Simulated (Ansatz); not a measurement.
Start from ZrO₂ (space group P4_2/nmc, No. 137; a = 3.5845 Å, c = 5.1787 Å). Axes: x, y, z lie along a, b, c of the conventional cell.

All numbers come from PBEsol/PAW in Ansatz (a quantum-chemistry and plane-wave program), no SOC, earlier PAW set.

For the base:

```
Quantity    Result
--------  --------
Pressure  0.00 GPa
```

Modification: compressive biaxial strain of 2.33 % in the plane normal to [001], as in epitaxy on a mismatched substrate; the out-of-plane cell vector and the atoms relax.

### Question
How does this affect the ratio −ε⊥/ε∥?

### Answer
The ratio −ε⊥/ε∥ is 0.50.

### Question
How does this affect the pressure?

### Answer
The pressure (mean of the normal stresses, compression positive) goes from zero to 9.46 GPa.

Stability against distortions was not tested. This is not the structure that ZrO2 has at room temperature and ambient pressure.
